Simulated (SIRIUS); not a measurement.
# Li under changes of volume

One of the cells (21.771 Å³/atom); the others are scaled copies at fixed shape and fractional positions:

```
CELL_PARAMETERS angstrom
3.13160 0.00000 0.00000
-1.56580 2.71205 0.00000
0.00000 0.00000 5.12673
ATOMIC_POSITIONS crystal
Li 0.66667 0.33333 0.75000
Li 0.33333 0.66667 0.25000
```

This isn't the form of Li at room conditions, which is bcc.

| Property | Result |
| --- | --- |
| Program | SIRIUS 7.10.0 |
| Functional | PBE |
| Potentials or basis | PseudoDojo 0.4.1 PBE standard (scalar relativistic) |
| Cutoff | 1030 eV |
| Density cutoff | 4119 eV |
| k mesh | 10 × 10 × 5 |
| Occupations | fermi-dirac, width 0.05 eV |
| Spin | no spin polarisation |

```csv
volume (Å³/atom),energy over the lowest point (meV/atom),pressure (GPa)
20.063,0.00,0.1
20.490,0.10,-0.2
20.917,0.94,-0.4
21.771,4.57,-0.9
22.198,7.25,-1.1
22.625,?,?
```

Question: What does the run at 22.625 Å³/atom give?

Answer: Energy over the lowest point 10.44 meV/atom; pressure -1.3 GPa.

Worked out: A Birch-Murnaghan fit of order 3 (a polynomial in V^(-2/3)) to the other rows has its minimum at 20.22 Å³/atom with B0 = V·E''(V) = 13.9 GPa and B' = 3.4 at fixed shape and positions, which overstates the stiffness. It gives 10.44 meV/atom at 22.625 Å³/atom, against the run's 10.44, and -dE/dV = -1.3 GPa, against -1.3.

Energies are extrapolated to zero smearing.
